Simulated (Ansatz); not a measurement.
KZnF3 in Ansatz: the effect of functional

The system is KZnF3.

```
Zn K F
1.0
     3.96732    0.00000    0.00000
     0.00000    3.96732    0.00000
     0.00000    0.00000    3.96732
Zn K F
1 1 3
Direct
  0.50000 0.50000 0.50000
  0.00000 0.00000 0.00000
  0.50000 0.00000 0.50000
  0.00000 0.50000 0.50000
  0.50000 0.50000 0.00000
```

The cell isn't the ideal one: volume scaled by 0.94.

Alike in all runs:

| Property | Result |
| --- | --- |
| Program | Ansatz 0.2.0 |
| Task | single point |
| Potentials or basis | Ansatz PAW |
| k mesh | 7 × 7 × 7 |
| Occupations | fermi-dirac, width 0.05 eV |
| Spin | no spin polarisation |

| functional | cutoff | gap on the mesh (eV) | pressure (GPa) |
| --- | --- | --- | --- |
| PBEsol | 420 eV (not typed: the program's choice for these potentials) | ? | ? |
| LDA | 420 eV (not typed: the program's choice for these potentials) | 3.93 | 0.4 |
| r2SCAN | 500 eV (not typed: the program's choice for these potentials) | 4.92 | 5.7 |

What does the run with functional PBEsol give?

gap on the mesh 4.00 eV; pressure 5.9 GPa.

Caveats: odd divisions of the mesh miss points on the zone boundary, where band edges often lie, so the gap on the mesh can be too wide; the PAW data sets come from PBE, with cores solved anew for the run's functional, which leaves a small shift of forces and pressure.

A k mesh can miss the band edges.

Runs at the PBE level aren't shown here.
